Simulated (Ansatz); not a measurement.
# Photoemission of C(111) with OH on 50 % of the top atoms and H on the rest

Aim: core-level components, unfolded bands and work function of C(111) with OH on 50 % of the top atoms and H on the rest.

Method: DFT, PBE, plane-wave PAW, default files, scalar-relativistic, in Ansatz 0.2.0.

**1. The structure**

The cell holds 34 atoms: 8 H, 2 O and 24 C. Its edges and angles: a = 5.044 Å, b = 5.044 Å, c = 21.514 Å, α = 90.0°, β = 90.0°, γ = 60.0°. It derives from C. How the cell was made: terminated face; group: OH; share of top atoms: 0.5; rest: H; oxygen in back bonds: 0; lower face: H. Regions: ad, 6 atoms (2 O and 4 H); L1, 4 atoms (4 C); L2, 4 atoms (4 C); L3, 4 atoms (4 C); mid, 4 atoms (4 C); rest, 12 atoms (8 C and 4 H). Vacuum lies along c.

**2. Relaxation**

Levels and vacuum steps follow bond lengths, so the atoms are relaxed first. 12 atoms are held to stand for the bulk. A dipole correction cancels the field between unlike faces.

Contents of input.yaml:

```yaml
crystal:
  lattice:
    - [5.044499777, 0.0, 0.0]
    - [2.5222498885, 4.3686649563, 0.0]
    - [0.0, 0.0, 21.5136689229]
  atoms:
    - { symbol: H, position: [0.174447426, 0.0, 0.674625466] }
    - { symbol: H, position: [0.674447426, 0.0, 0.674625466] }
    - { symbol: O, position: [0.0, 0.0, 0.656032636] }
    - { symbol: O, position: [0.5, 0.0, 0.656032636] }
    - { symbol: H, position: [0.0, 0.5, 0.639763909] }
    - { symbol: H, position: [0.5, 0.5, 0.639763909] }
    - { symbol: C, position: [0.0, 0.0, 0.592352191] }
    - { symbol: C, position: [0.5, 0.0, 0.592352191] }
    - { symbol: C, position: [0.0, 0.5, 0.592352191] }
    - { symbol: C, position: [0.5, 0.5, 0.592352191] }
    - { symbol: C, position: [0.833333333, 0.333333333, 0.568420796] }
    - { symbol: C, position: [0.333333333, 0.333333333, 0.568420796] }
    - { symbol: C, position: [0.833333333, 0.833333333, 0.568420796] }
    - { symbol: C, position: [0.333333333, 0.833333333, 0.568420796] }
    - { symbol: C, position: [0.833333333, 0.333333333, 0.496626612] }
    - { symbol: C, position: [0.333333333, 0.333333333, 0.496626612] }
    - { symbol: C, position: [0.833333333, 0.833333333, 0.496626612] }
    - { symbol: C, position: [0.333333333, 0.833333333, 0.496626612] }
    - { symbol: C, position: [0.166666667, 0.166666667, 0.472695217] }
    - { symbol: C, position: [0.666666667, 0.166666667, 0.472695217] }
    - { symbol: C, position: [0.166666667, 0.666666667, 0.472695217] }
    - { symbol: C, position: [0.666666667, 0.666666667, 0.472695217] }
    - { symbol: C, position: [0.166666667, 0.166666667, 0.400901033] }
    - { symbol: C, position: [0.666666667, 0.166666667, 0.400901033] }
    - { symbol: C, position: [0.166666667, 0.666666667, 0.400901033] }
    - { symbol: C, position: [0.666666667, 0.666666667, 0.400901033] }
    - { symbol: C, position: [0.0, 0.0, 0.376969639] }
    - { symbol: C, position: [0.5, 0.0, 0.376969639] }
    - { symbol: C, position: [0.0, 0.5, 0.376969639] }
    - { symbol: C, position: [0.5, 0.5, 0.376969639] }
    - { symbol: H, position: [0.0, 0.0, 0.325374534] }
    - { symbol: H, position: [0.5, 0.0, 0.325374534] }
    - { symbol: H, position: [0.0, 0.5, 0.325374534] }
    - { symbol: H, position: [0.5, 0.5, 0.325374534] }
kpoints:
  mp_grid: { grid: [6, 6, 1] }
scf:
  occupations: { method: fermi_dirac, width: 0.02 }
  n_extra_bands: 24
hamiltonian:
  xc: pbe
  pseudopotentials: { kind: paw }
output:
  forces: true
  write_potential: true
  volumetric_format: []
efield:
  axis: 3
  dipole_correction: true
relax:
  f_tol: 0.03
  max_steps: 70
  constraints: [{ sites: [22, 23, 24, 25, 26, 27, 28, 29, 30, 31, 32, 33] }]
```

The run is started by

```
> ansatz run input.yaml --threads 4 --pin off --max-ram 11264MiB --backend cpu --events-out ev --progress --plain --runs-dir out
```

Numbers of over 12 decimals in the logs are rounded to 6 here.

The log of the run:

```text
scf.n_extra_bands = 24 over 58 filled bands (N_el = 116.0): the run solves 82 bands
Engine: ansatz 0.2.0, aarch64-unknown-linux-gnu
Pseudopotentials: kind: paw
Pseudopotential: H, paw, valence charge 1, recommended cutoff 420 eV (normal), H.paw.azcp
Pseudopotential: O, paw, valence charge 6, recommended cutoff 420 eV (normal), O.paw.azcp
Pseudopotential: C, paw, valence charge 4, recommended cutoff 420 eV (normal), C.paw.azcp
Functional definition: PBE
  parameter kappa = 0.804
  parameter beta = 0.066725
  exchange = pbe_x(kappa = kappa, mu = beta*pi^2/3)
  correlation = pbe_c(beta = beta)
Crystal: 34 atoms, lattice volume = 474.112 Å³
Basis set: ecut = 420 eV, 9317 PW (Γ), exchange–correlation on 72×72×288 points (8 copies of the dense FFT grid, shifted against one another)
Bands: 82, of which v1, the nominal top of the filled ones, is band 58 counted from 1 (57 counted from 0)
Symmetry: 2 space group operations
Space group: P1 (ITA 1), of the structure as read, at distance tolerance 7.8e-5 Å
k-points: 20 of 36 (time reversal used)
Non-local potential: H, projectors of the file, l = 0: 2, l = 1: 1
Non-local potential: O, projectors of the file, l = 0: 2, l = 1: 2, l = 2: 1
Non-local potential: C, projectors of the file, l = 0: 2, l = 1: 2, l = 2: 1
PAW form: soft (Blöchl's): semilocal exchange-correlation on the pseudo side does not see the compensation charge
PAW one-centre angular grid: H, 110 points (default); XC on 64 Gauss nodes
PAW one-centre angular grid: O, 110 points (default); XC on 64 Gauss nodes
PAW one-centre angular grid: C, 110 points (default); XC on 64 Gauss nodes
Initial density: superposition of atomic densities (neutral atoms: chi_scale 0, normalization atom), corrected by the library's trained network
Initial wavefunctions: pseudopotential atomic-orbital guess
Functional: x = pbe(κ = 0.804, μ = 0.219515), c = pbe(β = 0.066725)
SCF iter   1: F=—  HF=-7281.746604 eV  |F-HF|=—  |Δ(HF+E_count)|=         —  Δρ=3.55e-3  dr2=2.16e-1  ethr=1.77e-3  p=0.052 e·Å  D=1.97e-2 V/Å  ΔV_dip=-0.42 eV  dr2_dipole=5.61e-2  V_vac-E_F(+/−)=2.66/3.09 eV  ⟨swp⟩=15.8  Hψ=13702  notcnv=0  defer=157
efield: sawtooth ramp at fractional position 0.9500 (placed from the atoms, in the widest stretch of the axis that holds none; the zero of the levels goes with the place), width 0.1000; the density the first Hamiltonian is built on has a dipole p = 0.052 e·Å; the dipole correction subtracts the counter field D = 1.97e-2 V/Å, which shifts the + side's vacuum level by -0.42 eV against the − side's; the planar-averaged density in the ramp window peaks in size at 1.3e-4 e/Å³
preconditioner: auto → Resta (q_TF=auto, 2.158 Å⁻¹)  ε∞=2.4  [insulator: Δε(μ)=3.174 eV  Ē_g=15.664 eV  σ=0.020 eV  W_gap=1.00  n_scr=80 (ndim 8)  ℏωp=18.4 eV  f_vac=0.568  D(μ)=0.00/eV (n_scr^D=0)  ε∞_Penn≈2.4  vacuum switching on, ρ_ref=1.8e-2 e/Å³]
SCF iter   2: F=—  HF=-7281.700726 eV  |F-HF|=—  |Δ(HF+E_count)|=   4.59e-2  Δρ=2.41e-3  dr2=2.47e-2  ethr=1.86e-4  p=-0.070 e·Å  D=-2.69e-2 V/Å  ΔV_dip=0.58 eV  dr2_dipole=2.01e-3  V_vac-E_F(+/−)=3.00/2.42 eV  ⟨swp⟩=3.4  Hψ=2700  notcnv=0  defer=365
SCF iter   3: F=—  HF=-7281.698719 eV  |F-HF|=—  |Δ(HF+E_count)|=   2.01e-3  Δρ=1.18e-3  dr2=5.97e-3  ethr=2.13e-5  p=-0.051 e·Å  D=-1.94e-2 V/Å  ΔV_dip=0.42 eV  dr2_dipole=5.57e-5  V_vac-E_F(+/−)=2.79/2.37 eV  ⟨swp⟩=3.6  Hψ=2247  notcnv=0  defer=365
SCF iter   4: F=—  HF=-7281.699372 eV  |F-HF|=—  |Δ(HF+E_count)|=   6.53e-4  Δρ=4.44e-4  dr2=1.63e-3  ethr=5.15e-6  p=-0.056 e·Å  D=-2.14e-2 V/Å  ΔV_dip=0.46 eV  dr2_dipole=3.39e-7  V_vac-E_F(+/−)=2.74/2.28 eV  ⟨swp⟩=3.6  Hψ=2826  notcnv=0  defer=365
SCF iter   5: F=—  HF=-7281.699335 eV  |F-HF|=—  |Δ(HF+E_count)|=   3.78e-5  Δρ=9.90e-5  dr2=6.29e-5  ethr=1.40e-6  p=-0.056 e·Å  D=-2.15e-2 V/Å  ΔV_dip=0.46 eV  dr2_dipole=1.18e-6  V_vac-E_F(+/−)=2.68/2.21 eV  ⟨swp⟩=3.1  Hψ=2466  notcnv=0  defer=365
SCF iter   6: F=-7281.699347 eV  HF=-7281.699348 eV  |F-HF|=1.26e-6  |Δ(HF+E_count)|=   1.33e-5  Δρ=3.38e-5  dr2=4.60e-6  ethr=1.94e-8  p=-0.057 e·Å  D=-2.16e-2 V/Å  ΔV_dip=0.47 eV  dr2_dipole=3.00e-9  V_vac-E_F(+/−)=2.67/2.20 eV  ⟨swp⟩=12.3  Hψ=15945  notcnv=0
SCF 1 converged in 6 iterations: F = -7281.699347 eV  dr2 = 4.60e-6
  greatest PAW one-centre occupation: 0.862 electrons in one spin orbital (limit 2), on the O atom at site 3 (counted from 0), in its partial waves of l = 0
relax step   1: F+E_penalty+E_count = -7281.69934662 eV  Δ(F+E_penalty+E_count) = +0.000e0 eV  max|allowed force component| = 3.513e0 eV/Å  Δτ_max = 0.0000 Å  (6 SCF iters, dr2 threshold 2.25e-5 eV, accepted)
Initial density: handed on by an earlier stage of this run
Initial wavefunctions: those handed on with the density
iter 1 solved again at ethr=9.61e-5 eV; its pass at ethr=3.10e-3 eV (dr2=1.11e-1 eV) is discarded
SCF iter   1: F=—  HF=-7282.101955 eV  |F-HF|=—  |Δ(HF+E_count)|=         —  Δρ=6.96e-3  dr2=1.09e-1  ethr=9.61e-5  p=-0.057 e·Å  D=-2.16e-2 V/Å  ΔV_dip=0.47 eV  dr2_dipole=9.17e-4  V_vac-E_F(+/−)=2.66/2.20 eV  ⟨swp⟩=2.0  Hψ=5701  notcnv=0  defer=371
efield: sawtooth ramp at fractional position 0.9500 (handed on by an earlier solve), width 0.1000; the density the first Hamiltonian is built on has a dipole p = -0.057 e·Å; the dipole correction subtracts the counter field D = -2.16e-2 V/Å, which shifts the + side's vacuum level by +0.47 eV against the − side's; the planar-averaged density in the ramp window peaks in size at 2.7e-6 e/Å³
preconditioner: auto → Resta (q_TF=auto, 2.158 Å⁻¹)  ε∞=2.4  [insulator: Δε(μ)=2.810 eV  Ē_g=15.409 eV  σ=0.020 eV  W_gap=1.00  n_scr=80 (ndim 8)  ℏωp=18.4 eV  f_vac=0.569  D(μ)=0.00/eV (n_scr^D=0)  ε∞_Penn≈2.4  vacuum switching on, ρ_ref=1.7e-2 e/Å³]
SCF iter   2: F=—  HF=-7282.073301 eV  |F-HF|=—  |Δ(HF+E_count)|=   2.87e-2  Δρ=3.00e-3  dr2=1.63e-2  ethr=9.37e-5  p=-0.072 e·Å  D=-2.76e-2 V/Å  ΔV_dip=0.59 eV  dr2_dipole=2.57e-4  V_vac-E_F(+/−)=2.80/2.20 eV  ⟨swp⟩=3.0  Hψ=2613  notcnv=0  defer=371
SCF iter   3: F=—  HF=-7282.071040 eV  |F-HF|=—  |Δ(HF+E_count)|=   2.26e-3  Δρ=9.74e-4  dr2=2.27e-3  ethr=1.41e-5  p=-0.083 e·Å  D=-3.17e-2 V/Å  ΔV_dip=0.68 eV  dr2_dipole=9.58e-5  V_vac-E_F(+/−)=2.88/2.20 eV  ⟨swp⟩=2.5  Hψ=2909  notcnv=0  defer=371
SCF iter   4: F=—  HF=-7282.070671 eV  |F-HF|=—  |Δ(HF+E_count)|=   3.70e-4  Δρ=2.64e-4  dr2=1.21e-4  ethr=1.96e-6  p=-0.078 e·Å  D=-2.99e-2 V/Å  ΔV_dip=0.64 eV  dr2_dipole=1.76e-6  V_vac-E_F(+/−)=2.84/2.20 eV  ⟨swp⟩=2.4  Hψ=2494  notcnv=0  defer=371
[...]
SCF iter   4: F=—  HF=-7282.175016 eV  |F-HF|=—  |Δ(HF+E_count)|=   1.02e-4  Δρ=1.46e-5  dr2=4.41e-7  ethr=5.03e-9  p=-0.125 e·Å  D=-4.76e-2 V/Å  ΔV_dip=1.02 eV  dr2_dipole=5.12e-8  V_vac-E_F(+/−)=3.24/2.22 eV  ⟨swp⟩=2.0  Hψ=2266  notcnv=0  defer=368
SCF iter   5: F=-7282.175016 eV  HF=-7282.175016 eV  |F-HF|=2.68e-8  |Δ(HF+E_count)|=   8.28e-8  Δρ=2.66e-6  dr2=4.03e-8  ethr=8.62e-11  p=-0.125 e·Å  D=-4.77e-2 V/Å  ΔV_dip=1.03 eV  dr2_dipole=7.80e-9  V_vac-E_F(+/−)=3.24/2.22 eV  ⟨swp⟩=10.5  Hψ=11928  notcnv=0
SCF 5 converged in 5 iterations: F = -7282.175016 eV  dr2 = 4.03e-8
relax step   5: F+E_penalty+E_count = -7282.17501564 eV  Δ(F+E_penalty+E_count) = -5.983e-4 eV  max|allowed force component| = 1.838e-2 eV/Å  Δτ_max = 0.0057 Å  (5 SCF iters, accepted)
NSCF: frozen V_eff on 20 k-points
the band table was solved once a step of the walk had ended and its energy, with any forces and stress, was formed, with the checks that follow a solve (13224 applications of the Hamiltonian). They found nothing against the state; the energy, forces and stress were not computed again (output.eigenvalues in the input reference)
WARN: The output density's exchange-correlation potential varies sharply where the density is thin. Do not read a vacuum level from v_tot or v_xc, or from such a field of the output density. On a cell that repeats whose density bears no net charge and no dipole along the vacuum's axis use v_es (v_loc + v_h of the components); under efield.dipole_correction with no amplitude use v_es + v_field, which holds any externa [...]
SCF converged after 5 iterations
Free energy (F): -7282.175016 eV
Harris-Foulkes:  -7282.175016 eV  (|F-HF|=2.68e-8)
Internal energy: -7282.175016 eV  (E = F + TS)
E sigma→0 (E₀):  -7282.175016 eV
Fermi energy:    2.794872 eV
Dipole field:    D = -0.047578 V/Å  (p = -0.124659 e·Å, saw-weighted, corrected)
Work function:   Φ+ = 3.2403 eV   Φ− = 2.2167 eV
Levels:          The Fermi level and band energies are counted from a zero that moves with the ramp; work functions are not
--- Per-component energies (eV) ---
  E_band       = -831.719732
  E_kinetic    = 2671.962841
  E_local      = -86427.378034  (includes V_loc(G=0)·N_el)
  E_nonlocal   = 750.401372
  E_hartree    = 42069.889763
  E_xc         = -1386.108268
  E_vxc        = -1728.915599  (∫ρ·V_xc dr)
  E_paw        = -2702.922640  (= ΣΔE_a)
  E_vpaw       = -237.976968  (= ΣTr[D̂ρ^β])
  E_aug_tail   = -0.005238  (compensation charges beyond the density's cutoff)
  E_efield     = 0.002965  (sawtooth field / dipole correction)
  E_vefield    = 0.395405  (∫n·V_field dr)
  E_ewald      = 37741.982223
  E_smearing   = -0.000000  (= −TS)
  E_closure    = -0.000000  (closes the sum)
  Σ components = -7282.175016   (vs F -7282.175016, Δ=0.00e0)
--- Forces (eV/Å), atoms counted from 1 ---
  atom   1  H     -0.01100153     0.00030424     0.00485386
  atom   2  H     -0.01100153     0.00030424     0.00485386
  atom   3  O      0.01755471    -0.00539815     0.01508913
  atom   4  O      0.01755471    -0.00539815     0.01508913
  atom   5  H     -0.00006264     0.00230322    -0.00098711
  atom   6  H     -0.00006264     0.00230322    -0.00098711
  atom   7  C     -0.01080336    -0.00380749     0.00182863
  atom   8  C     -0.01080336    -0.00380749     0.00182863
  atom   9  C     -0.00104160     0.00579974    -0.00290616
  atom  10  C     -0.00104160     0.00579974    -0.00290616
  atom  11  C      0.00257161    -0.01415544    -0.00990837
  atom  12  C      0.00257161    -0.01415544    -0.00990837
  atom  13  C      0.00114867     0.00942501    -0.00518589
  atom  14  C      0.00114867     0.00942501    -0.00518589
  atom  15  C      0.00292516     0.01545130    -0.01098668
  atom  16  C      0.00292516     0.01545130    -0.01098668
  atom  17  C     -0.00098937    -0.01009431     0.00232825
  atom  18  C     -0.00098937    -0.01009431     0.00232825
  atom  19  C     -0.00000785    -0.00331151     0.01837939
  atom  20  C     -0.00000785    -0.00331151     0.01837939
  atom  21  C     -0.00047423     0.00366575    -0.01233112
  atom  22  C     -0.00047423     0.00366575    -0.01233112
  atom  23  C      0.00071912    -0.01858276    -0.92850118
  atom  24  C      0.00071912    -0.01858276    -0.92850118
  atom  25  C     -0.00079005     0.01742684    -0.84765371
  atom  26  C     -0.00079005     0.01742684    -0.84765371
  atom  27  C     -0.00002852     0.00091723     0.76188915
  atom  28  C     -0.00002852     0.00091723     0.76188915
  atom  29  C      0.00023040    -0.00030786     0.78807730
  atom  30  C      0.00023040    -0.00030786     0.78807730
  atom  31  H      0.00006086    -0.00115915     0.11198400
  atom  32  H      0.00006086    -0.00115915     0.11198400
  atom  33  H     -0.00003907     0.00149003     0.11397500
  atom  34  H     -0.00003907     0.00149003     0.11397500
  max |Σ_I F_I| component: 1.11e-4 eV/Å
--- Band table (eV; the first three rows and the last of 20) ---
  k-point 0: bands = [... 54 lower, 0.3631, 0.3876, 1.3546, 1.3695, 4.2125, 5.1844, 5.7048, 6.7262, ... 20 higher]
  k-point 1: bands = [... 54 lower, -0.2094, 0.1035, 0.6692, 1.1165, 4.3774, 5.3626, 5.9006, 6.6294, ... 20 higher]
  k-point 2: bands = [... 54 lower, -0.5792, -0.4979, -0.2033, 0.4930, 4.8609, 5.8122, 6.4249, 6.5495, ... 20 higher]
  k-point 19: bands = [... 54 lower, -0.6368, -0.6368, -0.1834, -0.1834, 5.6179, 5.6179, 6.7929, 6.7929, ... 20 higher]
--- Relaxed structure (5 steps of the walk, 5 accepted, 0 SCFs on fresh bases) ---
  F+E_penalty+E_count = -7282.17501564 eV   max|allowed force component| = 1.838e-2 eV/Å
  atoms:
    - { symbol: H, position: [0.169546, 0.0099069, 0.674894] }
    - { symbol: H, position: [0.669546, 0.0099069, 0.674894] }
    - { symbol: O, position: [-0.00844508, -0.00434831, 0.659444] }
    - { symbol: O, position: [0.491555, -0.00434831, 0.659444] }
    - { symbol: H, position: [0.00159236, 0.498234, 0.642604] }
    - { symbol: H, position: [0.501592, 0.498234, 0.642604] }
    - { symbol: C, position: [6.690222638507494e-5, -0.000237692, 0.592437] }
    - { symbol: C, position: [0.500067, -0.000237692, 0.592437] }
    - { symbol: C, position: [0.000700074, 0.498705, 0.591614] }
    - { symbol: C, position: [0.500700, 0.498705, 0.591614] }
    - { symbol: C, position: [0.833182, 0.333722, 0.568612] }
    - { symbol: C, position: [0.333182, 0.333722, 0.568612] }
    - { symbol: C, position: [0.834014, 0.831993, 0.568983] }
    - { symbol: C, position: [0.334014, 0.831993, 0.568983] }
    - { symbol: C, position: [0.833740, 0.332534, 0.496654] }
    - { symbol: C, position: [0.333740, 0.332534, 0.496654] }
    - { symbol: C, position: [0.832943, 0.834031, 0.496768] }
    - { symbol: C, position: [0.332943, 0.834031, 0.496768] }
    - { symbol: C, position: [0.166653, 0.166695, 0.472652] }
    - { symbol: C, position: [0.666653, 0.166695, 0.472652] }
    - { symbol: C, position: [0.166688, 0.666598, 0.472875] }
    - { symbol: C, position: [0.666688, 0.666598, 0.472875] }
    - { symbol: C, position: [0.166667, 0.166667, 0.400901033] }
    - { symbol: C, position: [0.666667, 0.166667, 0.400901033] }
    - { symbol: C, position: [0.166666667, 0.666667, 0.400901033] }
    - { symbol: C, position: [0.666667, 0.666667, 0.400901033] }
    - { symbol: C, position: [0.0, 0.0, 0.376969639] }
    - { symbol: C, position: [0.5, 0.0, 0.376969639] }
    - { symbol: C, position: [-5.551115123125783e-17, 0.500000, 0.376969639] }
    - { symbol: C, position: [0.500000, 0.500000, 0.376969639] }
    - { symbol: H, position: [0.0, 0.0, 0.325374534] }
    - { symbol: H, position: [0.5, 0.0, 0.325374534] }
    - { symbol: H, position: [-5.551115123125783e-17, 0.500000, 0.325374534] }
    - { symbol: H, position: [0.500000, 0.500000, 0.325374534] }
```

Run time: 1.7 min. Hardware: 4 threads of Arm Neoverse V1, shared host; peak memory 1.3 GiB.

The steps of the relaxation:

```
step  energy less that of the first step (eV)  largest force component (eV/Å)
   1                                   0.0000                          3.5135
   2                                  -0.3713                          1.1848
   3                                  -0.4667                          0.3627
   4                                  -0.4751                          0.0885
   5                                  -0.4757                          0.0184
```

Forces are held to the 2 operations that the run works with; a distortion that breaks them can't arise in this run.

The atoms that moved most (Å):

```
atom      dx      dy      dz  length
  O4  -0.054  -0.019   0.073   0.093
  O3  -0.054  -0.019   0.073   0.093
  H5   0.004  -0.008   0.061   0.062
  H6   0.004  -0.008   0.061   0.062
  H1   0.000   0.043   0.006   0.044
  H2   0.000   0.043   0.006   0.044
  C9   0.000  -0.006  -0.016   0.017
 C10   0.000  -0.006  -0.016   0.017
```

This step gave:

```
free energy                                                         : -7282.1750 eV
Fermi energy                                                        : 2.795 eV
symmetry operations                                                 : 2
gap on the k-mesh                                                   : 2.843 eV
ionisation potential, upper face                                    : 4.666 eV
upper vacuum level less the lowest empty level (Kohn–Sham affinity) : 1.823 eV
ionisation potential, lower face                                    : 3.641 eV
```

The relaxation ends 14 meV an atom lower, with a largest force component of 0.018 eV/Å on the free atoms.

[end of part 1 of 4]

[Logs are printed without paths, hosts, clocks, repeated set-up lines and the standing remarks that a program may print on its own settings, such as how far it seeks lower states.]

[Hosts, paths, dates, database ids (printed as entryN), source tags and the programs' standing remarks are cut or masked in the printed files.]

[Maps of the electrostatic potential energy from Ansatz leave out the sawtooth potential of an applied field or a dipole correction, so their vacuum need not be flat; work functions include it.]
